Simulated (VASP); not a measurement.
## Al32N31 (a cell with a defect): relaxation of the atoms with PBE

Al32N31 (a cell with a defect):

```xyz
63
Lattice="-6.2557 -5.4176 -5.0159 6.2557 5.4176 -5.0159 6.2557 -5.4176 5.0159" Properties=species:S:1:pos:R:3 pbc="T T T"
Al    7.8197   -0.9029   -0.0035
Al    0.0000   -3.6117   -5.0194
Al   10.9475   -0.9029   -0.0035
Al    3.1279   -3.6117   -5.0194
Al    1.5639   -0.9029   -0.0035
Al    1.5639   -0.9029   -5.0194
Al    0.0000   -9.0294   -0.0035
Al    6.2557   -3.6117   -0.0035
Al    4.6918   -0.9029   -0.0035
Al    4.6918   -0.9029   -5.0194
Al   -3.1279   -3.6117   -5.0194
Al    3.1279    1.8059   -5.0194
Al    1.4571   -6.4542    0.0144
Al    0.0000   -3.6117   -0.0035
Al    4.6918   -6.3206   -0.0035
Al    3.1279   -3.6117   -0.0035
Al    9.3224   -1.8710   -2.5251
Al    7.8007    0.9494   -2.4580
Al    0.0000   -1.8059   -2.5115
Al    4.6918   -4.5147    2.5044
Al    3.1279   -1.8059   -2.5115
Al   -3.1279   -7.2235   -2.5115
Al    1.5639    0.9029   -2.5115
Al    1.5639    0.9029   -7.5274
Al    6.2295   -1.8216   -2.5470
Al    0.0000   -7.2235   -2.5115
Al    4.6918    0.9029   -2.5115
Al   -1.5639   -4.5147   -2.5115
Al    3.1279   -7.2235   -2.5115
Al    1.5639   -4.5147   -2.5115
Al    0.0000   -1.8059   -7.5274
Al    4.6918   -4.5147   -2.5115
N     6.2557    1.8059   -3.1064
N     4.6918   -6.3206    1.9096
N     3.1279   -3.6117    1.9096
N     1.5639   -0.9029   -3.1064
N     1.5639   -0.9029   -8.1223
N     6.2557   -3.6117    1.9096
N     6.2557   -3.6117   -3.1064
N     4.6918   -0.9029   -3.1064
N    -1.5639   -6.3206   -3.1064
N     3.1279    1.8059   -3.1064
N    -3.1279   -3.6117   -3.1064
N     1.5639   -6.3206   -3.1064
N     0.0000   -3.6117   -3.1064
N     4.6918   -6.3206   -3.1064
N     3.1279   -3.6117   -3.1064
N     9.3836   -1.8059   -0.5984
N     1.5639   -4.5147   -5.6143
N     0.0000   -1.8059   -0.5984
N     4.6918   -4.5147   -5.6143
N     3.1279   -1.8059   -0.5984
N     3.1279   -1.8059   -5.6143
N    -4.6918   -4.5147   -5.6143
N     1.5639    0.9029   -5.6143
N     6.2557   -1.8059   -0.5984
N     0.0000   -7.2235   -0.5984
N    -1.5639   -4.5147   -5.6143
N     4.6918    0.9029   -5.6143
N     3.1279   -7.2235   -0.5984
N     1.5639   -4.5147   -0.5984
N     0.0000   -1.8059   -5.6143
N     4.6918   -4.5147   -0.5984
```

```
Program             : VASP 6.6.1
Task                : relaxation of the atoms
Functional          : PBE
Potentials or basis : VASP PAW PBE potentials, release 64 (Al, N)
Cutoff              : 450 eV
k mesh              : 2 × 2 × 2
Occupations         : gaussian, width 0.01 eV
Spin                : collinear spin, ferromagnetic start
Monkhorst-Pack mesh : yes
```

```
Energy gained by relaxing                             : 8.9 meV/atom
Ionic steps                                           : 24
Largest force after relaxing                          : 0.016 eV/Å
Net moment                                            : 1.00 μB per cell
Site moments                                          : Al -0.00, +0.00, +0.04, +0.01; N -0.00, +0.02, +0.00, +0.01, +0.04 μB
Valence electrons inside the program's atomic spheres : Al 0.80, 0.79, 0.78, 0.77, 0.81; N 3.81, 3.84, 3.82, 3.85, 3.83
```

Forces in eV/Å, atoms in the order of the input:
```
Al  -0.005  0.009 -0.006
Al   0.002  0.003  0.001
Al   0.005  0.003  0.002
Al   0.000  0.005  0.005
Al  -0.007 -0.003 -0.007
Al  -0.006  0.000  0.004
Al  -0.003 -0.003 -0.001
Al  -0.004 -0.002  0.001
Al   0.002 -0.001 -0.001
Al   0.002 -0.003  0.007
Al  -0.003  0.000 -0.001
Al   0.004  0.001 -0.004
Al   0.006 -0.005  0.000
Al  -0.001  0.006 -0.002
Al   0.005  0.003 -0.002
Al  -0.008 -0.006 -0.006
Al   0.016  0.001 -0.003
Al  -0.007  0.007  0.002
Al  -0.005 -0.004  0.003
Al   0.000 -0.005  0.005
Al   0.005 -0.001 -0.001
Al   0.001 -0.001  0.007
Al  -0.006 -0.004  0.002
Al  -0.005  0.000 -0.001
Al   0.004 -0.002  0.004
Al  -0.001 -0.008  0.007
Al  -0.001 -0.003  0.000
Al   0.000  0.000 -0.003
Al   0.009 -0.001  0.004
Al   0.008  0.006  0.003
Al  -0.006 -0.004 -0.002
Al  -0.007  0.005 -0.001
N    0.000 -0.002 -0.002
N    0.000  0.001 -0.002
N    0.001  0.003 -0.004
N    0.002  0.004 -0.003
N    0.005  0.000  0.008
N    0.002  0.000 -0.004
N    0.009 -0.002  0.001
N   -0.001  0.003  0.002
N   -0.008 -0.004 -0.002
N   -0.006  0.001 -0.007
N    0.000 -0.009 -0.001
N   -0.001 -0.002  0.006
N    0.002 -0.010 -0.004
N   -0.007  0.001 -0.005
N   -0.007 -0.003  0.008
N   -0.004 -0.010 -0.002
N    0.000  0.007  0.003
N    0.002 -0.001  0.001
N   -0.006  0.012  0.000
N    0.001  0.002  0.007
N   -0.002  0.006 -0.005
N    0.005  0.002 -0.005
N    0.003  0.001 -0.004
N   -0.001  0.000  0.001
N    0.008  0.004  0.000
N   -0.003 -0.005 -0.001
N   -0.008  0.001 -0.005
N    0.011 -0.006 -0.006
N    0.001  0.002 -0.005
N    0.010  0.004  0.004
N    0.000  0.006  0.006
```

Step by step:
| step | energy change (eV) | largest force (eV/Å) | pressure (GPa) |
| --- | --- | --- | --- |
| 1 | 0.0000 | 3.0639 | -0.23 |
| 2 | -0.2641 | 1.4899 | -0.60 |
| 3 | -0.3604 | 0.5219 | -0.57 |
| 4 | -0.4273 | 0.2914 | -0.65 |
| 5 | -0.4306 | 0.2864 | -0.67 |
| 6 | -0.4725 | 0.2473 | -0.71 |
| 7 | -0.4778 | 0.3067 | -0.73 |
| 8 | -0.5060 | 0.1912 | -0.74 |
| 9 | -0.5085 | 0.2253 | -0.74 |
| 10 | -0.5271 | 0.1695 | -0.72 |
| 11 | -0.5302 | 0.1498 | -0.71 |
| 12 | -0.5425 | 0.1361 | -0.69 |
| 13 | -0.5428 | 0.1520 | -0.69 |
| 14 | -0.5513 | 0.0809 | -0.69 |
| 15 | -0.5515 | 0.0837 | -0.69 |
| 16 | -0.5569 | 0.0720 | -0.69 |
| 17 | -0.5570 | 0.0702 | -0.69 |
| 18 | -0.5602 | 0.0608 | -0.69 |
| 19 | -0.5603 | 0.0675 | -0.69 |
| 20 | -0.5620 | 0.0393 | -0.71 |
| 21 | -0.5620 | 0.0384 | -0.71 |
| 22 | -0.5627 | 0.0399 | -0.71 |
| 23 | -0.5627 | 0.0281 | -0.71 |
| 24 | -0.5630 | 0.0159 | -0.71 |

Final structure:
```cif
data_structure
_symmetry_space_group_name_H-M 'P 1'
_symmetry_Int_Tables_number 1
_cell_length_a 9.6770
_cell_length_b 9.6770
_cell_length_c 9.6770
_cell_angle_alpha 99.451
_cell_angle_beta 111.910
_cell_angle_gamma 117.559
_cell_volume 679.98
loop_
_atom_site_label
_atom_site_type_symbol
_atom_site_fract_x
_atom_site_fract_y
_atom_site_fract_z
_atom_site_occupancy
Al1 Al 0.08445 0.62745 0.70878 1
Al2 Al 0.83176 0.49822 0.33200 1
Al3 Al 0.08291 0.87392 0.96017 1
Al4 Al 0.83278 0.74948 0.58364 1
Al5 Al 0.08360 0.12535 0.20885 1
Al6 Al 0.58391 0.62437 0.20778 1
Al7 Al 0.83634 0.00069 0.83379 1
Al8 Al 0.33583 0.50313 0.83309 1
Al9 Al 0.08562 0.37794 0.45761 1
Al10 Al 0.58506 0.87499 0.45707 1
Al11 Al 0.83070 0.24727 0.08054 1
Al12 Al 0.33360 0.74926 0.08443 1
Al13 Al 0.58825 0.11838 0.70600 1
Al14 Al 0.33382 0.99872 0.33598 1
Al15 Al 0.58346 0.37460 0.95743 1
Al16 Al 0.33451 0.25043 0.58409 1
Al17 Al 0.40308 0.99567 0.90676 1
Al18 Al 0.16777 0.87831 0.55395 1
Al19 Al 0.41624 0.24962 0.16777 1
Al20 Al 0.16770 0.12555 0.79181 1
Al21 Al 0.41785 0.49949 0.41678 1
Al22 Al 0.91636 0.00102 0.41555 1
Al23 Al 0.16755 0.37563 0.04159 1
Al24 Al 0.66586 0.87492 0.04029 1
Al25 Al 0.42611 0.75944 0.66658 1
Al26 Al 0.92119 0.25241 0.66499 1
Al27 Al 0.16645 0.62503 0.29273 1
Al28 Al 0.66431 0.12390 0.28786 1
Al29 Al 0.91700 0.49864 0.91605 1
Al30 Al 0.66798 0.37413 0.54239 1
Al31 Al 0.91866 0.75103 0.17030 1
Al32 Al 0.66820 0.62436 0.79277 1
N1 N 0.14567 0.81111 0.34202 1
N2 N 0.39363 0.18790 0.96066 1
N3 N 0.14172 0.06240 0.58265 1
N4 N 0.39308 0.43429 0.20851 1
N5 N 0.89217 0.93452 0.20766 1
N6 N 0.14565 0.31219 0.83338 1
N7 N 0.64619 0.80964 0.83418 1
N8 N 0.39376 0.68368 0.45626 1
N9 N 0.89306 0.18629 0.45489 1
N10 N 0.14229 0.55885 0.08436 1
N11 N 0.63492 0.05572 0.07517 1
N12 N 0.89444 0.43451 0.70829 1
N13 N 0.64139 0.30786 0.33303 1
N14 N 0.89341 0.68310 0.96095 1
N15 N 0.64311 0.55827 0.58413 1
N16 N 0.22375 0.80664 0.91902 1
N17 N 0.97110 0.68021 0.53969 1
N18 N 0.22617 0.05839 0.16871 1
N19 N 0.97790 0.93386 0.79283 1
N20 N 0.22750 0.31009 0.41717 1
N21 N 0.72701 0.80886 0.41593 1
N22 N 0.97669 0.18442 0.04154 1
N23 N 0.47675 0.68482 0.04206 1
N24 N 0.23101 0.56717 0.66669 1
N25 N 0.73552 0.06064 0.66486 1
N26 N 0.97408 0.43271 0.28928 1
N27 N 0.47640 0.93425 0.29181 1
N28 N 0.72268 0.30464 0.91275 1
N29 N 0.47705 0.18206 0.54454 1
N30 N 0.72655 0.55871 0.16606 1
N31 N 0.47676 0.43495 0.79163 1
```

Levels at points of the mesh, in eV from the valence-band top:
Spin up:
```csv
k point,band 122,band 123,band 124,band 125,band 126,band 127,band 128,band 129,band 130,band 131
"(0.25, 0.25, 0.25)",-3.61,-3.58,-3.57,-3.00,-0.05,0.89,0.94,2.31,2.48,2.52
```
Spin down:
```tsv
k point	band 122	band 123	band 124	band 125	band 126	band 127	band 128	band 129
(0.25, 0.25, 0.25)	-3.61	-3.57	-3.56	-2.77	0.81	0.96	1.04	2.51
```

Core levels (eV, on the scale of the bands):
```csv
atom,levels
1 Al,"1s -1497.4, 2s -94.7, 2p -56.2"
2 Al,"1s -1497.3, 2s -94.7, 2p -56.2"
3 Al,"1s -1497.4, 2s -94.7, 2p -56.2"
4 Al,"1s -1497.4, 2s -94.8, 2p -56.2"
5 Al,"1s -1497.4, 2s -94.8, 2p -56.2"
6 Al,"1s -1497.4, 2s -94.7, 2p -56.2"
```

It took 100 min on 1 × NVIDIA H100 80GB with 1 thread of AMD EPYC 7R13 Processor (Zen 3), on a shared host, peak memory 1.7 GiB.

Caveat: the k mesh is coarse (spacing up to 0.43 Å⁻¹), so the values aren't converged; the cutoff is under 1.25 times the usual one of these potentials, so pressure, stress and relaxed cells hold a basis-set (Pulay) error.
